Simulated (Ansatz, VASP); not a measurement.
**Two plane-wave programs on CdS (Greenockite)**

File INCAR:

```
ALGO = Fast
EDIFF = 1E-7
EDIFFG = -0.01
ENCUT = 600
GGA = PE
IBRION = 2
ISIF = 3
ISMEAR = -1
LASPH = T
LCHARG = F
LREAL = F
LWAVE = F
NELM = 100
NSW = 40
PREC = Accurate
SIGMA = 0.05
```

Contents of KPOINTS:

```
k-points
0
Gamma
  7 7 4
```

File POSCAR:

```
CdS
1.0
    4.1500000000      0.0000000000      0.0000000000
   -2.0750000000      3.5940054257      0.0000000000
    0.0000000000      0.0000000000      6.7370000000
Cd S
2 2
Direct
    0.6666666667      0.3333333333      0.5000000000
    0.3333333333      0.6666666667      0.0000000000
    0.6666666667      0.3333333333      0.8750000000
    0.3333333333      0.6666666667      0.3750000000
```

File input.yaml:

```yaml
crystal:
  lattice:
    - [4.15, 0.0, 0.0]
    - [-2.075, 3.5940054257, 0.0]
    - [0.0, 0.0, 6.737]
  atoms:
    - { symbol: Cd, position: [0.6666666667, 0.3333333333, 0.5] }
    - { symbol: Cd, position: [0.3333333333, 0.6666666667, 0.0] }
    - { symbol: S, position: [0.6666666667, 0.3333333333, 0.875] }
    - { symbol: S, position: [0.3333333333, 0.6666666667, 0.375] }
hamiltonian:
  xc: pbe
  pseudopotentials: { kind: paw }
kpoints:
  mp_grid: { grid: [7, 7, 4] }
scf:
  occupations: { method: fermi_dirac, width: 0.05 }
output:
  forces: true
  stress: true
relax:
  f_tol: 0.01
  max_steps: 40
  cell: { stress_tol: 0.05 }
```

Alike in both runs: task relaxation of cell and atoms; functional PBE; k mesh 7 × 7 × 4; occupations fermi-dirac, width 0.05 eV; no spin polarisation.

```csv
,VASP,Ansatz
version,VASP 6.6.1,Ansatz 0.2.0
potentials or method,"VASP PAW PBE potentials, release 54 (Cd, S)",Ansatz PAW
plane-wave cutoff (eV),600,420
valence electrons in the cell,36,52
```

Ansatz gave:

* relaxed volume (Å³/atom): 26.04
* relaxed cell length with the largest relative difference (Å): 6.828
* energy change over the relaxation (meV/atom): -6

Task: Which values does VASP return?

Result: Relaxed volume (Å³/atom): 26.16; relaxed cell length with the largest relative difference (Å): 6.847; energy change over the relaxation (meV/atom): -8.

The two sets of potentials don't hold the same shells in valence.

Caveats: odd divisions of the mesh miss points on the zone boundary, where band edges often lie, so the gap on the mesh can be too wide (Ansatz); the plane-wave basis is chosen anew once the cell has moved, so the energies of steps on either side of that aren't comparable (Ansatz). As with any semilocal functional, this PBE gap is likely too small. PBE usually gives volumes a little too large and moduli too small. Zero-point motion and thermal expansion aren't in these numbers.
